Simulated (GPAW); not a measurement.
# Cr (Im-3m) in GPAW: notebook

Aim: see how the results for Cr move with the level of theory and the settings. Levels: PBEsol, PBE. Tasks: single point.

Program: GPAW 26.7.0. These are calculated values, not measurements. Logs are shortened: lines on timing, memory, paths and dates and some standing lists are left out, and cuts for length are marked. The log counts tension as positive stress, the text compression.

## (1) The structure

Symmetry: Im-3m, No. 229, cubic system. Conventional cell: a = 2.969 Å, b = 2.969 Å, c = 2.969 Å, α = 90.00°, β = 90.00°, γ = 90.00°. Around Cr (site symmetry m-3m) lie 8 Cr at 2.57 Å.

## (2) Single point, PBEsol

run.py reads:

```python
from ase import Atoms
from ase.dft.bandgap import bandgap
from ase.io import write
from ase.units import GPa
from gpaw import GPAW, PW, setup_paths

setup_paths.insert(0, '.')

atoms = Atoms(['Cr', 'Cr'],
              cell=[[-2.9688993552, 2.9688993552, 2.9688993552],
                    [1.4844496776, -1.4844496776, 1.4844496776],
                    [1.4844496776, 1.4844496776, -1.4844496776]],
              scaled_positions=[[0.0, 0.0, 0.0],
                                [0.5, 0.0, 0.0]],
              pbc=True)

calc = GPAW(mode=PW(600),
            xc='PBEsol',
            kpts={'size': (12, 12, 12), 'gamma': True},
            occupations={'name': 'fermi-dirac', 'width': 0.05},
            nbands=17,
            convergence={'density': 1e-05, 'energy': 1e-05},
            maxiter=150,
            txt='gpaw.txt')
atoms.calc = calc
energy = atoms.get_potential_energy()
forces = atoms.get_forces()
stress = atoms.get_stress()
calc.write('gs.gpw')
write('result.traj', atoms)
print(f'Energy: {energy:.6f} eV')
print('Forces (eV/A):')
print(forces.round(4))
print('Stress (GPa):', (stress / GPa).round(3))
print('Fermi level:', round(calc.get_fermi_level(), 4), 'eV')
print(f'Gap: {bandgap(calc)[0]:.4f} eV, direct: {bandgap(calc, direct=True)[0]:.4f} eV')
```

Potentials or basis: PAW data sets generated in the run's folder for this functional, pw.

Run with:

```console
gpaw-setup -f PBEsol Cr
OMP_NUM_THREADS=1 python run.py
```

gpaw.txt:

```text
__  _  _
 | _ |_)|_||  |
 |__||  | ||/\| - 26.7.0

Input parameters:
  mode=PW(ecut=600.0),
  convergence={'density': 1e-05, 'energy': 1e-05},
  kpts=MonkhorstPack(size=(12, 12, 12), gamma=True),
  maxiter=150,
  nbands=17,
  occupations=Occupations(name='fermi-dirac', width=0.05),
  xc=XC(name='PBEsol')

Diagonalizing LCAO Hamiltonian
Converting LCAO to pw mode

        Cr

          Cr

Atoms  # Å, Bohr magnetons
|   | symbol |         x |        y |        z |    initial magnetic moments |
|---|--------|-----------|----------|----------|-----------------------------|
| 0 |     Cr |  0.000000 | 0.000000 | 0.000000 | ( 0.0000,  0.0000,  0.0000) |
| 1 |     Cr | -1.484450 | 1.484450 | 1.484450 | ( 0.0000,  0.0000,  0.0000) |

Unit cell  # Å
| periodic |         x |         y |         z |  lengths |     angles |
|----------|-----------|-----------|-----------|----------|------------|
|      yes | -2.968899 |  2.968899 |  2.968899 | 5.142285 | 109.471221 |
|      yes |  1.484450 | -1.484450 |  1.484450 | 2.571142 | 109.471221 |
|      yes |  1.484450 |  1.484450 | -1.484450 | 2.571142 | 109.471221 |

Number of symmetries: 4
Symmetry operations  # r_c * U_cc + t_c -> r_c
|   | kind |            matrix            |
|---|------|------------------------------|
| 0 |  E   |  1, 0, 0,  0, 1, 0,  0, 0, 1 |
| 1 |  σ   |  1, 0, 0,  0, 0, 1,  0, 1, 0 |
| 2 |  C2  | -1, 0, 0,  0, 0,-1,  0,-1, 0 |
| 3 |  i   | -1, 0, 0,  0,-1, 0,  0, 0,-1 |

BZ-sampling:
  Number of BZ points: 1728
  Number of IBZ points: 476

  Monkhorst-Pack size: [12, 12, 12]
  Monkhorst-Pack shift: [0.041666666666666664, 0.041666666666666664, 0.041666666666666664]

K-points  # in reciprocal-cell coordinates
|     |                                coordinates |     weight |
|-----|--------------------------------------------|------------|
|   0 | ( -0.00000000,  -0.00000000,  -0.00000000) | 0.00057870 |
|   1 | ( -0.00000000,   0.08333333,  -0.08333333) | 0.00115741 |
|   2 | ( -0.00000000,   0.08333333,  -0.00000000) | 0.00231481 |
|   3 | ( -0.00000000,   0.08333333,   0.08333333) | 0.00115741 |
|   4 | ( -0.00000000,   0.16666667,  -0.16666667) | 0.00115741 |
|   5 | ( -0.00000000,   0.16666667,  -0.08333333) | 0.00231481 |
|   6 | ( -0.00000000,   0.16666667,  -0.00000000) | 0.00231481 |
|   7 | ( -0.00000000,   0.16666667,   0.08333333) | 0.00231481 |
|   8 | ( -0.00000000,   0.16666667,   0.16666667) | 0.00115741 |
|   9 | ( -0.00000000,   0.25000000,  -0.25000000) | 0.00115741 |
| ... |                                            |            |
| 475 | (  0.50000000,   0.50000000,   0.50000000) | 0.00057870 |

Plane wave coefficients: 902
Cutoff: 600.0 eV

Spin-components: 1 (collinear spins)
Bands:           17
Projectors:      12
Spin-degeneracy: 2
Datatype:        complex128

Parallelization:
  kpt:    1
  domain: 1
  band:   1

Density:
  Valence electrons: 12.0
  Components: 1
  Grid points: [30 15 15]
  Charge: 0.0  # |e|

Potential:
  Grid points: [30 15 15]

species:
  Cr:
    name:    Chromium
    Z:       24.0
    valence: 6
    core:    18
    charge:  0.0  # [|e|]
    compensation charges:
      type: gauss
      rc: 0.35  # [Å]
      lmax: 2
    cutoffs:
      filter: 2.14  # [Å]
      core: 3.04  # [Å]
    projectors
    | kind |    occ | energy [eV] | rcut [Å] |
    |------|--------|-------------|----------|
    |   4s |  1.000 |      -4.015 |    1.164 |
    |   4p |  0.000 |      -0.955 |    1.217 |
    |   3d |  5.000 |      -2.928 |    1.111 |
    |    s |        |      23.196 |    1.164 |
    |    p |        |      26.257 |    1.217 |
    |    d |        |      24.283 |    1.111 |

    Using partial waves for Cr as LCAO basis

Reference energy: -57106.248222  # eV

eigensolver:
  PPCG
  Converge bands: occupied
  niter=2

density mixing:
  MSR1-Mixer
  Pratt-step length: 0.05
  Maximum mixing coefficient: 0.75
  Old densities: 10
  SVD Regularization: 0.005
  Good broyden scale: 1.0
  Trust region scale: 1.0
  Backstep threshold: 4.0
  History deletion threshold: 6.0
  Fourier metric: weight=20.0, sigma=0.015

occupation numbers:
  Fermi-Dirac:
    width: 0.0500  # eV

poisson solver:
  ecut: 4800.0  # eV

xc functional:
  name: PBEsol with 2 nearest neighbor stencil

convergence criteria:
- Maximum integral of absolute [dens]ity change: 1e-05 electrons / valence electron
- Maximum [total energy] change in last 3 cyles: 1e-05 eV / valence electron
- Maximum integral of absolute [eigenst]ate change: 4e-08 eV^2 / valence electron
maximum number of iterations: 150

SCF iterations
|iter     | |      energy | eigst |  dens |
|---------|-|-------------|-------|-------|
|iter:   1| |  -24.189656 | +0.58 |       |
|iter:   2| |  -23.085403 | -1.70 | -0.47 |
|iter:   3| |  -19.803909 | -0.18 | -0.53 |
|iter:   4| |  -19.725046 | -1.65 | -1.36 |
|iter:   5| |  -19.727267 | -2.35 | -1.84 |
|iter:   6| |  -19.734383 | -3.09 | -2.16 |
|iter:   7| |  -19.725734 | -3.65 | -1.68 |
|iter:   8| |  -19.725731 | -5.06 | -3.32 |
|iter:   9| |  -19.725722c| -5.82 | -3.41 |
|iter:  10| |  -19.725722c| -6.48 | -4.05 |
|iter:  11| |  -19.725722c| -7.23 | -4.74 |
|iter:  12| |  -19.725722c| -7.73c| -5.50c|

Converged in 12 steps
Energy contributions relative to reference atoms: (reference = -57106.248222)

Energy contributions:
  Kinetic:         -52.480358
  Coulomb:          36.897253
  Zero:              0.392716
  External:          0.000000
  Xc:               -4.529423
  Entropy:          -0.011824
  Spinorbit:         0.000000
  ----------------------------
  Free energy:     -19.731634
  Extrapolated:    -19.725722

dipole moment: (-7.366039, -7.366004, -7.366004)  # |e|*Ang

Fermi level: 9.379
Eigenvalues  # (at kpt = [-0.000, -0.000, -0.000])
| band index |      eig [eV] | occ [0-2] |
|------------|---------------|-----------|
|          0 |         2.063 |     2.000 |
|          1 |         5.601 |     2.000 |
|          2 |         7.368 |     2.000 |
|          3 |         8.630 |     2.000 |
|          4 |         8.635 |     2.000 |
|          5 |         8.639 |     2.000 |
|          6 |        10.304 |     0.000 |
|          7 |        10.307 |     0.000 |
|          8 |        10.307 |     0.000 |
|          9 |        10.311 |     0.000 |
|         10 |        10.568 |     0.000 |
|         11 |        11.744 |     0.000 |
|         12 |        17.902 |     0.000 |
|         13 |        20.928 |     0.000 |
|        ... |               |           |
|         16 |        21.174 |     0.000 |

No gap
No difference between direct/indirect transitions

Forces  # eV/Ang
|       x |        y |       z |
|---------|----------|---------|
| 0.00000 |  0.00000 | 0.00000 |  # Cr   0
| 0.00000 | -0.00000 | 0.00000 |  # Cr   1

Stress tensor  # eV/Ang^3
|        x |         y |         z |
|----------|-----------|-----------|
| 0.202605 |  0.000000 |  0.000000 |
| 0.000000 |  0.202556 | -0.001138 |
| 0.000000 | -0.001138 |  0.202556 |

# Writing to gs.gpw (mode='')
```

It took 3.7 min on 1 thread of Intel Xeon Platinum 8259CL at 2.50GHz (Skylake/Cascade Lake), shared host; peak memory 0.32 GiB.

What came out:

| Item | Value |
| --- | --- |
| Free energy | -19.7316 eV |
| Pressure | -32.5 GPa |
| Band gap on the k mesh | none (metal or under the smearing width) |

Levels at points of the mesh, in eV from the Fermi level:
```tsv
k point	band 3	band 4	band 5	band 6	band 7	band 8	band 9	band 10
(0.00, 0.00, 0.00)	-2.01	-0.75	-0.74	-0.74	0.92	0.93	0.93	0.93
(0.00, 0.50, 0.00)	-2.02	-2.02	0.92	0.92	0.93	0.93	1.19	1.19
(0.00, 0.50, 0.50)	-3.56	-2.02	0.92	0.94	1.19	2.04	2.05	2.05
(0.50, 0.00, 0.00)	-1.41	-1.41	-1.02	-1.02	0.64	0.64	0.67	0.67
(0.50, 0.50, 0.00)	-2.00	-2.00	-1.40	-1.40	0.76	0.76	1.31	1.31
(0.50, 0.50, 0.50)	-2.35	-2.35	-0.39	-0.39	0.33	0.33	2.21	2.21
```

Caveat: a pressure of tens of GPa on the cell as given is suspect, and the run, the potentials or the cell itself is likely at fault; the real-space grid breaks the cell's symmetry a little; the run has no spin polarisation, though such a crystal can be magnetic.

## (3) Single point, PBE, collinear spin, antiferromagnetic start

run.py reads:

```python
from ase.dft.bandgap import bandgap
from ase.io import read, write
from ase.units import GPa
from gpaw import GPAW, PW

atoms = read('Cr.cif')
atoms.set_initial_magnetic_moments([4.0, -4.0])

calc = GPAW(mode=PW(500),
            xc='PBE',
            kpts={'size': (7, 7, 7), 'gamma': True},
            occupations={'name': 'fermi-dirac', 'width': 0.05},
            nbands=17,
            maxiter=120,
            txt='gpaw.txt')
atoms.calc = calc
energy = atoms.get_potential_energy()
forces = atoms.get_forces()
stress = atoms.get_stress()
calc.write('gs.gpw')
write('result.traj', atoms)
print(f'Energy: {energy:.6f} eV')
print('Forces (eV/A):')
print(forces.round(4))
print('Stress (GPa):', (stress / GPa).round(3))
print('Moments:', calc.get_magnetic_moments().round(3))
print('Fermi level:', round(calc.get_fermi_level(), 4), 'eV')
print(f'Gap: {bandgap(calc)[0]:.4f} eV, direct: {bandgap(calc, direct=True)[0]:.4f} eV')
```

Cr.cif reads:

```cif
data_Cr
_cell_length_a 2.96889936
_cell_length_b 2.96889936
_cell_length_c 2.96889936
_cell_angle_alpha 90.00000000
_cell_angle_beta 90.00000000
_cell_angle_gamma 90.00000000
_space_group_name_H-M_alt 'Im-3m'
_space_group_name_Hall '-I 4 2 3'
_space_group_IT_number 229
loop_
_space_group_symop_operation_xyz
'x,y,z'
'-x,-y,-z'
'-y,x,z'
'y,-x,-z'
'-x,-y,z'
'x,y,-z'
'y,-x,z'
'-y,x,-z'
'x,-y,-z'
'-x,y,z'
'-y,-x,-z'
'y,x,z'
'-x,y,-z'
'x,-y,z'
'y,x,-z'
'-y,-x,z'
'z,x,y'
'-z,-x,-y'
'z,-y,x'
'-z,y,-x'
'z,-x,-y'
'-z,x,y'
'z,y,-x'
'-z,-y,x'
'-z,x,-y'
'z,-x,y'
'-z,-y,-x'
'z,y,x'
'-z,-x,y'
'z,x,-y'
'-z,y,x'
'z,-y,-x'
'y,z,x'
'-y,-z,-x'
'x,z,-y'
'-x,-z,y'
'-y,z,-x'
'y,-z,x'
'-x,z,y'
'x,-z,-y'
'-y,-z,x'
'y,z,-x'
'-x,-z,-y'
'x,z,y'
'y,-z,-x'
'-y,z,x'
'x,-z,y'
'-x,z,-y'
'x+1/2,y+1/2,z+1/2'
'-x+1/2,-y+1/2,-z+1/2'
'-y+1/2,x+1/2,z+1/2'
'y+1/2,-x+1/2,-z+1/2'
'-x+1/2,-y+1/2,z+1/2'
'x+1/2,y+1/2,-z+1/2'
'y+1/2,-x+1/2,z+1/2'
'-y+1/2,x+1/2,-z+1/2'
'x+1/2,-y+1/2,-z+1/2'
'-x+1/2,y+1/2,z+1/2'
'-y+1/2,-x+1/2,-z+1/2'
'y+1/2,x+1/2,z+1/2'
'-x+1/2,y+1/2,-z+1/2'
'x+1/2,-y+1/2,z+1/2'
'y+1/2,x+1/2,-z+1/2'
'-y+1/2,-x+1/2,z+1/2'
'z+1/2,x+1/2,y+1/2'
'-z+1/2,-x+1/2,-y+1/2'
'z+1/2,-y+1/2,x+1/2'
'-z+1/2,y+1/2,-x+1/2'
'z+1/2,-x+1/2,-y+1/2'
'-z+1/2,x+1/2,y+1/2'
'z+1/2,y+1/2,-x+1/2'
'-z+1/2,-y+1/2,x+1/2'
'-z+1/2,x+1/2,-y+1/2'
'z+1/2,-x+1/2,y+1/2'
'-z+1/2,-y+1/2,-x+1/2'
'z+1/2,y+1/2,x+1/2'
'-z+1/2,-x+1/2,y+1/2'
'z+1/2,x+1/2,-y+1/2'
'-z+1/2,y+1/2,x+1/2'
'z+1/2,-y+1/2,-x+1/2'
'y+1/2,z+1/2,x+1/2'
'-y+1/2,-z+1/2,-x+1/2'
'x+1/2,z+1/2,-y+1/2'
'-x+1/2,-z+1/2,y+1/2'
'-y+1/2,z+1/2,-x+1/2'
'y+1/2,-z+1/2,x+1/2'
'-x+1/2,z+1/2,y+1/2'
'x+1/2,-z+1/2,-y+1/2'
'-y+1/2,-z+1/2,x+1/2'
'y+1/2,z+1/2,-x+1/2'
'-x+1/2,-z+1/2,-y+1/2'
'x+1/2,z+1/2,y+1/2'
'y+1/2,-z+1/2,-x+1/2'
'-y+1/2,z+1/2,x+1/2'
'x+1/2,-z+1/2,y+1/2'
'-x+1/2,z+1/2,-y+1/2'
loop_
_atom_site_label
_atom_site_type_symbol
_atom_site_symmetry_multiplicity
_atom_site_Wyckoff_symbol
_atom_site_fract_x
_atom_site_fract_y
_atom_site_fract_z
_atom_site_occupancy
Cr1 Cr 2 a 0.0000000000 0.0000000000 0.0000000000 1
```

Potentials or basis: GPAW PAW data sets (gpaw-data 1.2.1), pw.

Run with:

```console
OMP_NUM_THREADS=1 python run.py
```

It took 23 s on 1 thread of Intel Xeon at 2.50GHz (Skylake/Cascade Lake), shared host; peak memory 0.14 GiB.

It converged, with:

- Free energy: -18.7102 eV
- Pressure: -10.9 GPa
- Band gap on the k mesh: none (metal or under the smearing width)
- Net moment: 0.00 μB per cell
- Site moments: Cr +1.88, -1.88 μB

Levels at points of the mesh, in eV from the Fermi level:
Spin up:
```csv
k point,band 2,band 3,band 4,band 5,band 6,band 7,band 8,band 9,band 10,band 11
"(0.00, 0.00, 0.00)",-3.67,-3.67,-0.98,-0.98,-0.98,1.16,1.16,2.48,2.48,2.48
```
Spin down:
| k point | band 3 | band 4 | band 5 | band 6 | band 7 | band 8 | band 9 | band 10 |
| --- | --- | --- | --- | --- | --- | --- | --- | --- |
| (0.00, 0.00, 0.00) | -3.67 | -0.98 | -0.98 | -0.98 | 1.16 | 1.16 | 2.48 | 2.48 |

Caveat: the cutoff is short for stress and forces, so pressures can be off by a GPa or more.
